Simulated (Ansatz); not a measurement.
Runs of Ansatz 0.2.0 on ZnAu. It takes space group Pm-3m (No. 221, cubic). Conventional cell: a = 3.147 Å, b = 3.147 Å, c = 3.147 Å, α = 90.00°, β = 90.00°, γ = 90.00°. Au (site symmetry m-3m) has 8 Zn at 2.73 Å as nearest neighbours. Around Zn (site symmetry m-3m) lie 8 Au at 2.73 Å. 

| level | cutoff (eV) | gap on the mesh (eV) | pressure (GPa) |
| --- | --- | --- | --- |
| LDA | 420 | none | -6.3 |
| BLYP | 420 | none | 14.2 |
| RPBE | 420 | none | (a) |
| PBEsol | 420 | none | (b) |
| r2SCAN | 500 | none | 0.9 |
| revPBE | 420 | none | 8.2 |

Alike in all rows: task band structure; potentials or basis Ansatz PAW; no spin polarisation; cell as given; k mesh 5 × 5 × 5; smearing fermi-dirac 0.05 eV; the mesh is coarse, so values aren't converged.

**Question.** Estimate the missing entries.

**Answer.** (a) 9.3; (b) -1.8.

Caveats: all runs use coarse meshes; spin-orbit coupling is left out, which moves the levels of the heavy elements; the PAW data sets come from PBE, with cores solved anew for the run's functional, which leaves a small shift of forces and pressure.

A k mesh can miss the band edges, and the runs leave out spin-orbit coupling on Au.

A gap of «none» marks a metal or a gap under the smearing width.

Runs at the PBE level aren't shown here.
